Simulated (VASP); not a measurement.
# Ca: intraband terms of a metal's spectrum

Ca, Fm-3m (no. 225), 1 atom in the cell. PBE, independent-particle dielectric function; PAW potentials Ca_sv (PBE set).

## Input

INCAR.step1:
```
SYSTEM = Ca
EDIFF = 1E-7 ; ENCUT = 310
ISMEAR = 1 ; KPAR = 4
LASPH = .TRUE. ; LCHARG = .TRUE.
LMAXMIX = 4 ; LWAVE = .FALSE.
PREC = Accurate ; SIGMA = 0.1
```

INCAR.step2:
```
SYSTEM = Ca
CSHIFT = 0.1 ; EDIFF = 1E-6
ENCUT = 310 ; ICHARG = 11
ISMEAR = 0 ; KPAR = 4
LASPH = .TRUE. ; LCHARG = .FALSE.
LMAXMIX = 4 ; LWAVE = .TRUE.
NBANDS = 19 ; NEDOS = 3000
OMEGAMAX = 30 ; PREC = Accurate
SIGMA = 0.3
```

INCAR.step3, as INCAR.step2 but for:
```
- LWAVE = .TRUE.
+ ALGO = None
+ ISTART = 1
+ LOPTICS = .TRUE.
+ LWAVE = .FALSE.
+ NELM = 1
```

INCAR.step4, as INCAR.step3 but for:
```
+ WPLASMAI = 0.03
```

INCAR.step5 to INCAR.step6 change the same tag again: WPLASMAI = 0.1, 0.3.

INCAR.step7, as INCAR.step6 but for:
```
- WPLASMAI = 0.3
+ RTIME = 40
```

INCAR.step8, as INCAR.step7 but for:
```
- RTIME = 40
+ RTIME = 20
```

INCAR.step9, as INCAR.step8 but for:
```
- RTIME = 20
+ LNABLA = .TRUE.
```

INCAR.step10, as INCAR.step9 but for:
```
- ISMEAR = 0
- LNABLA = .TRUE.
+ ISMEAR = -5
```

KPOINTS.step1:
```
k-points
0
Gamma
  8 8 8
```

KPOINTS.step2:
```
k-points
0
Gamma
  21 21 21
```

POSCAR:
```
Ca
1.0
    0.0000000000      2.7942000000      2.7942000000
    2.7942000000      0.0000000000      2.7942000000
    2.7942000000      2.7942000000      0.0000000000
Ca
1
Direct
    0.0000000000      0.0000000000      0.0000000000
```

Commands (each step's output is kept before the next begins):
```
cat potpaw_PBE.64/Ca_sv/POTCAR > POTCAR
cp INCAR.step1 INCAR
cp KPOINTS.step1 KPOINTS
mpirun -np 4 vasp_std > vasp.out
cp INCAR.step2 INCAR
cp KPOINTS.step2 KPOINTS
mpirun -np 4 vasp_std > vasp.out
cp INCAR.step3 INCAR
mpirun -np 4 vasp_std > vasp.out
cp INCAR.step4 INCAR
mpirun -np 4 vasp_std > vasp.out
cp INCAR.step5 INCAR
mpirun -np 4 vasp_std > vasp.out
cp INCAR.step6 INCAR
mpirun -np 4 vasp_std > vasp.out
cp INCAR.step7 INCAR
mpirun -np 4 vasp_std > vasp.out
cp INCAR.step8 INCAR
mpirun -np 4 vasp_std > vasp.out
cp INCAR.step9 INCAR
mpirun -np 4 vasp_std > vasp.out
cp INCAR.step10 INCAR
mpirun -np 4 vasp_std > vasp.out
```

## Result

- Bands: 19

One ground state, settings moved in the last step alone:

| Settings | Plasma frequency (eV) | Im ε at 0.5 eV | Im ε at 1 eV | Im ε at 2 eV | Im ε at 4 eV | Time (s) |
|---|---|---|---|---|---|---|
| interband part alone | 4.23 | 32.7 | 17.9 | 4.1 | 2.1 | 12 |
| Drude term, WPLASMAI 0.03 | 4.23 | 37.0 | 18.4 | 4.2 | 2.1 | 13 |
| Drude term, WPLASMAI 0.1 | 4.23 | 46.5 | 19.7 | 4.3 | 2.1 | 13 |
| Drude term, WPLASMAI 0.3 | 4.23 | 64.3 | 22.8 | 4.8 | 2.1 | 13 |
| relaxation time RTIME 40 fs | 4.23 | 35.1 | 18.2 | 4.1 | 2.1 | 12 |
| relaxation time RTIME 20 fs | 4.23 | 37.4 | 18.5 | 4.2 | 2.1 | 13 |
| transversal form (LNABLA) | 4.19 | 31.9 | 17.5 | 4.0 | 2.0 | 13 |
| tetrahedron method | – | – | – | – | – | no result |

VASP 6.6.1 took 120 s on 4 cores (Intel Xeon Platinum 8375C @ 2.90GHz (Ice Lake)), a shared host.
